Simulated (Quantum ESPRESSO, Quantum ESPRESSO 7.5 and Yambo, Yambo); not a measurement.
## A GW chain in Yambo: As (buckled honeycomb monolayer)

Wanted: ground state, empty states, screening and self-energy for As (buckled honeycomb monolayer).

Main program and level: Quantum ESPRESSO 7.5 and Yambo 5.3.0; PBE and many-body steps on it, plane waves.

This is a report of a sequence of runs, with most program output left out.

## 1. Set-up

The cell holds 2 atoms: 2 As. Its edges and angles: a = 3.611 Å, b = 3.611 Å, c = 14.000 Å, α = 90.0°, β = 90.0°, γ = 120.0°. Vacuum lies along c.

Coordinates:

```cif
data_structure
_symmetry_space_group_name_H-M 'P 1'
_symmetry_Int_Tables_number 1
_cell_length_a 3.6113
_cell_length_b 3.6113
_cell_length_c 14.0000
_cell_angle_alpha 90.000
_cell_angle_beta 90.000
_cell_angle_gamma 120.000
_cell_volume 158.12
loop_
_atom_site_label
_atom_site_type_symbol
_atom_site_fract_x
_atom_site_fract_y
_atom_site_fract_z
_atom_site_occupancy
As1 As 0.33333 0.66667 0.45035 1
As2 As 0.66667 0.33333 0.54965 1
```

The structure was relaxed with PBE. The runs that relaxed it are not among those shown.

## 2. Ground state

This step: Quantum ESPRESSO 7.5; DFT, PBE, plane waves, norm-conserving pseudopotentials.

The ground-state density comes first.

Contents of pw.in:

```
&control
  calculation = 'scf'
  prefix = 'x'
  outdir = 'o'
  pseudo_dir = 'pseudo'
/
&system
  ibrav = 0
  nat = 2
  ntyp = 1
  ecutwfc = 100.0
  nbnd = 28
  force_symmorphic = .true.
/
&electrons
  conv_thr = 1e-10
  electron_maxstep = 80
  mixing_beta = 0.5
/
ATOMIC_SPECIES
  As 74.922 As.upf
CELL_PARAMETERS angstrom
  3.6112698141 -0.0000000000 0.0000000000
  -1.8056349070 3.1274513989 0.0000000000
  0.0000000000 0.0000000000 14.0000000000
ATOMIC_POSITIONS crystal
  As 0.3333333333 0.6666666667 0.4503483115
  As 0.6666666667 0.3333333333 0.5496516885
K_POINTS automatic
  12 12 1 0 0 0
```

Run with:

```console
$ OMP_NUM_THREADS=1 mpirun -n 8 pw.x -nk 8 -in pw.in > pw.out
```

Run time: 37 s. Hardware: 8 MPI ranks of Arm Neoverse V1, shared host; peak memory 1.3 GiB; 5 min of CPU time.

Numbers from this step:

| Item | Value |
| --- | --- |
| total energy | -16612.8324 eV |
| gap | 1.646 eV |
| k of the valence top | 0, 0, 0 |
| k of the conduction bottom | 0, 0.3333, 0 |
| least direct gap | 1.948 eV |

The gap is indirect, with the least direct gap 0.30 eV higher.

## 3. Bands along the symmetry lines

Levels along a band path, at the cheap level, show where the edges lie and whether the meshes to come will hold them.

Contents of pw.in:

```
&control
  calculation = 'bands'
  prefix = 'x'
  outdir = 'o'
  pseudo_dir = 'pseudo'
/
&system
  ibrav = 0
  nat = 2
  ntyp = 1
  ecutwfc = 100.0
  nbnd = 29
  force_symmorphic = .true.
/
&electrons
  conv_thr = 1e-9
  electron_maxstep = 80
  diago_full_acc = .true.
  diago_thr_init = 5e-6
/
ATOMIC_SPECIES
  As 74.922 As.upf
CELL_PARAMETERS angstrom
  3.6112698141 -0.0000000000 0.0000000000
  -1.8056349070 3.1274513989 0.0000000000
  0.0000000000 0.0000000000 14.0000000000
ATOMIC_POSITIONS crystal
  As 0.3333333333 0.6666666667 0.4503483115
  As 0.6666666667 0.3333333333 0.5496516885
K_POINTS crystal
  25
  0.00000000 0.00000000 0.00000000 1
  0.06250000 0.00000000 0.00000000 1
  0.12500000 0.00000000 0.00000000 1
  0.18750000 0.00000000 0.00000000 1
  0.25000000 0.00000000 0.00000000 1
  0.31250000 0.00000000 0.00000000 1
  0.37500000 0.00000000 0.00000000 1
  0.43750000 0.00000000 0.00000000 1
  0.50000000 0.00000000 0.00000000 1
  0.47916667 0.04166667 0.00000000 1
  0.45833333 0.08333333 0.00000000 1
  0.43750000 0.12500000 0.00000000 1
  0.41666666 0.16666666 0.00000000 1
  0.39583333 0.20833333 0.00000000 1
  0.37500000 0.25000000 0.00000000 1
  0.35416666 0.29166666 0.00000000 1
  0.33333333 0.33333333 0.00000000 1
  0.29166666 0.29166666 0.00000000 1
  0.25000000 0.25000000 0.00000000 1
  0.20833333 0.20833333 0.00000000 1
  0.16666666 0.16666666 0.00000000 1
  0.12500000 0.12500000 0.00000000 1
  0.08333333 0.08333333 0.00000000 1
  0.04166667 0.04166667 0.00000000 1
  0.00000000 0.00000000 0.00000000 1
```

Elapsed: 12 s, on 8 MPI ranks; peak memory 1.1 GiB; 99 s of CPU time.

Numbers from this step:

```
gap                        : 1.630 eV
k of the valence top       : 0, 0, 0
k of the conduction bottom : 0.3125, 0, 0
least direct gap           : 1.948 eV
```

The gap is 1.630 eV, −0.015 eV from the run before at this level.

The electronic bands at the labelled points (eV, zero at the top of the highest filled band):

| point | band 20 | band 21 | band 22 | band 23 | band 24 | band 25 | band 26 | band 27 |
| --- | --- | --- | --- | --- | --- | --- | --- | --- |
| Γ | -7.16 | -0.52 | 0.00 | 0.00 | 1.95 | 3.50 | 3.50 | 4.57 |
| halfway | -7.35 | -3.17 | -1.14 | -0.41 | 1.75 | 4.31 | 4.42 | 5.53 |
| M | -9.08 | -3.38 | -1.86 | -1.54 | 2.00 | 3.18 | 4.52 | 6.29 |
| halfway | -9.22 | -3.72 | -2.43 | -1.55 | 2.70 | 3.66 | 4.20 | 6.82 |
| K | -9.91 | -4.32 | -1.96 | -1.96 | 2.04 | 4.59 | 4.59 | 8.05 |
| halfway | -7.52 | -3.17 | -2.23 | -0.39 | 2.80 | 3.49 | 4.72 | 5.81 |
| Γ | -7.16 | -0.52 | 0.00 | 0.00 | 1.95 | 3.50 | 3.50 | 4.57 |

## 4. Empty states on the mesh, 6×6×1 mesh, 97 bands

The sums over transitions need many empty states on a uniform mesh; this step solves for them.

Contents of pw.in:

```
&control
  calculation = 'nscf'
  prefix = 'x'
  outdir = 'o'
  pseudo_dir = 'pseudo'
/
&system
  ibrav = 0
  nat = 2
  ntyp = 1
  ecutwfc = 100.0
  nbnd = 97
  force_symmorphic = .true.
/
&electrons
  conv_thr = 1e-9
  electron_maxstep = 80
  diago_full_acc = .true.
  diago_thr_init = 5e-6
/
ATOMIC_SPECIES
  As 74.922 As.upf
CELL_PARAMETERS angstrom
  3.6112698141 -0.0000000000 0.0000000000
  -1.8056349070 3.1274513989 0.0000000000
  0.0000000000 0.0000000000 14.0000000000
ATOMIC_POSITIONS crystal
  As 0.3333333333 0.6666666667 0.4503483115
  As 0.6666666667 0.3333333333 0.5496516885
K_POINTS automatic
  6 6 1 0 0 0
```

Run with:

```console
$ OMP_NUM_THREADS=1 mpirun -n 8 pw.x -nk 4 -in pw.in > pw.out
```

Wall time 18 s (8 MPI ranks); peak memory 1.1 GiB; 2.4 min of CPU time.

This step gave:

```yaml
gap: 1.646 eV
k_of_the_valence_top: 0, 0, 0
k_of_the_conduction_bottom: 0, 0.3333, 0
least_direct_gap: 1.948 eV
k_points_computed: 7
lowest_point_of_the_top_converged_band_above_the_valence_top: 34.81 eV
```

On this mesh the gap is 1.646 eV.

## 5. Conversion and set-up

This step: Yambo 5.3.0; conversion and set-up on PBE, plane waves, norm-conserving pseudopotentials.

The states are converted to the many-body program's format and the q mesh is built.

Run with:

```console
$ (cd o/x.save; p2y > p2y.log; mv SAVE ../..); yambo > setup.log
```

Run time: 3 s. Hardware: 1 MPI rank; peak memory 0.26 GiB.

## 6. Screening and self-energy, 6×6×1 mesh, 97 bands, screening to 108.8 eV

G0W0 replaces the xc potential by the self-energy, built once from these orbitals. Only a window of levels is corrected, while the sums run over the empty bands that the input names.

This step: G0W0 on PBE, plane waves, norm-conserving pseudopotentials.

Contents of gw1.in:

```
HF_and_locXC
gw0
dyson
ppa
em1d
rim_cut
rim_w
RandQpts= 3000000
RandGvec= 100 RL
CUTGeo= "slab z"
RandGvecW= 9 RL
EXXRLvcs= 100 Ry
VXCRLvcs= 400 Ry
Chimod= "HARTREE"
% BndsRnXp
 1 | 97 |
%
NGsBlkXp= 8 Ry
% LongDrXp
 1 | 1 | 0 |
%
% GbndRnge
 1 | 97 |
%
DysSolver= "n"
ExtendOut
PPAPntXp= 27.21138 eV
% QPkrange
 1 | 1 | 22 | 25 |
 3 | 3 | 22 | 25 |
%
```

Run with:

```console
$ OMP_NUM_THREADS=2 mpirun -n 4 yambo -F gw1.in -J gw1 -C gw1 > gw1.log
```

Run time: 3.6 min. Hardware: 4 MPI ranks; peak memory 3.8 GiB; 21 min of CPU time.

Numbers from this step:

```
G0W0 gap on the points computed              : 2.549 eV
starting gap on the mesh                     : 1.646 eV
k of the valence top                         : 0, 0, 0
k of the conduction bottom                   : 0, 0.3333, 0
least direct G0W0 gap on the computed points : 3.037 eV
Z at the valence top                         : 0.7367
Z at the conduction bottom                   : 0.7438
```

The gap on the mesh goes from 1.65 eV to 2.55 eV, a correction of +0.90 eV.

Limits: finite bands, cutoff and mesh; no spin-orbit coupling. v1 is the top filled band, c1 the lowest empty one. Levels before and after the correction, in eV, zero at the valence-band top of each column:

|  | conduction bottom | valence top |
| --- | --- | --- |
| Kohn-Sham | 1.65 | 0.00 |
| G0W0 | 2.55 | 0.00 |

|  | level | energy (eV) |
| --- | --- | --- |
| Kohn-Sham | Γ v2-v1 | 0.000 |
| Kohn-Sham | Γ c1 | 1.948 |
| Kohn-Sham | Γ c2 | 3.500 |
| Kohn-Sham | (0 0.333 0) v2 | -1.527 |
| Kohn-Sham | (0 0.333 0) v1 | -0.745 |
| Kohn-Sham | (0 0.333 0) c1 | 1.646 |
| Kohn-Sham | (0 0.333 0) c2 | 3.865 |
| G0W0 | Γ v2-v1 | 0.000 |
| G0W0 | Γ c1 | 3.037 |
| G0W0 | Γ c2 | 4.758 |
| G0W0 | (0 0.333 0) v2 | -1.666 |
| G0W0 | (0 0.333 0) v1 | -1.004 |
| G0W0 | (0 0.333 0) c1 | 2.549 |
| G0W0 | (0 0.333 0) c2 | 4.857 |

## 7. Where the time went

Times are wall times on the hardware named with each run, good to a factor of about two.

| step | time | share | memory (GiB) |
| --- | --- | --- | --- |
| ground state | 37 s | 13 % | 1.3 |
| bands along the symmetry lines | 12 s | 4 % | 1.1 |
| empty states on the mesh | 18 s | 6 % | 1.1 |
| conversion and set-up | 3 s | 1 % | 0.26 |
| screening and self-energy | 3.6 min | 75 % | 3.8 |

## 8. Results

```yaml
pbe_gap: 1.63 eV, indirect
g0w0_gap_on_the_mesh: 2.55 eV
gw_settings: 6×6×1 mesh, 97 bands, screening to 108.8 eV, Godby-Needs plasmon pole
known_limits: not at the basis limit; no spin-orbit coupling
```

What this shows: G0W0 moves the gap on the mesh from 1.65 eV to 2.55 eV (+0.90 eV), with Z of 0.74 and 0.74 at the edges. Only 2 of the mesh's irreducible points were corrected, so a valley elsewhere could overtake. The dearest step here is «screening and self-energy». Bands and cutoff are finite, so the gap is not at the basis limit. The miss can reach some tenths of an eV and take either sign; the mesh is an error of its own. In the G0W0 run levels were corrected at 2 k points alone, so a gap called «on the mesh» is the least over those, and an edge elsewhere would be missed. The many-body steps are scalar-relativistic: spin-orbit coupling is not in them.

[Paths, hosts, dates, memory and timing lines, banners, echoed tables and standing remarks are left out of the program output.]

[Logs are printed without paths, hosts, clocks, repeated set-up lines and the standing remarks that a program may print on its own settings, such as how far it seeks lower states.]

[Runs of the session that timed out or met a known fault of the program may be left out.]

[Hosts, paths, dates, database ids (printed as entryN), source tags and the programs' standing remarks are cut or masked in the printed files.]
